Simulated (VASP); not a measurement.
Set up this calculation in VASP 6.6.1, as the native input.

- Task: single point
- Functional: r2SCAN
- Potentials or basis: VASP PAW PBE potentials, release 64 (Ti_sv, Al)
- Cutoff: 520 eV
- k mesh: 16 × 16 × 16
- Occupations: gaussian, width 0.15 eV
- Spin: no spin polarisation
- Dipole correction: no
- Further INCAR settings: ALGO = Normal; EDIFF = 1e-07; NBANDS = 14

Crystal: TiAl.

```
Ti Al
1.0
     3.17906    0.00000    0.00000
     0.00000    3.17906    0.00000
     0.00000    0.00000    3.17906
Ti Al
1 1
Direct
  0.00000 0.00000 0.00000
  0.50000 0.50000 0.50000
```

The cell comes from a database or a generator and needn't be the stable form of this composition.

These files were run (other wordings do the same):

POSCAR

```
TiAl
1.0
    3.1790640000      0.0000000000      0.0000000000
    0.0000000000      3.1790640000      0.0000000000
    0.0000000000      0.0000000000      3.1790640000
Ti Al
1 1
Direct
    0.0000000000      0.0000000000      0.0000000000
    0.5000000000      0.5000000000      0.5000000000
```

INCAR.step1

```
SYSTEM = TiAl
PREC = Accurate ; ENCUT = 520
ISMEAR = 0 ; SIGMA = 0.15
LREAL = .FALSE. ; LASPH = .TRUE.
NELM = 100 ; NBANDS = 14
GGA = PE ; ALGO = Normal
EDIFF = 1E-4 ; LWAVE = .TRUE.
LCHARG = .FALSE.
```

INCAR.step2

```
SYSTEM = TiAl
PREC = Accurate ; ENCUT = 520
EDIFF = 1E-7 ; ISMEAR = 0
SIGMA = 0.15 ; LREAL = .FALSE.
LASPH = .TRUE. ; NELM = 100
ALGO = Normal ; ISIF = 2
LWAVE = .FALSE. ; LCHARG = .FALSE.
METAGGA = R2SCAN ; LMIXTAU = .TRUE.
NBANDS = 14 ; ISTART = 1
```

KPOINTS

```
regular mesh
0
G
  16 16 16
  0 0 0
```

Potentials or basis: VASP PAW PBE potentials, release 64 (Ti_sv, Al).

Run with:

```bash
$ cat potpaw_PBE.64/Ti_sv/POTCAR potpaw_PBE.64/Al/POTCAR > POTCAR
$ cp INCAR.step1 INCAR
$ mpirun -np 1 vasp_std > vasp.out
$ cp INCAR.step2 INCAR
$ mpirun -np 1 vasp_std > vasp.out
```

Results of the run:

| Property | Result |
| --- | --- |
| Pressure | -0.7 GPa |
| Band gap on the k mesh | none (metal or under the smearing width) |

Caveat: the PAW data sets were made with another functional, which shifts forces and pressure a little.

Wall time 3.2 min on 1 thread of AMD EPYC 7R13 Processor (Zen 3), on a shared host, peak memory 0.17 GiB.
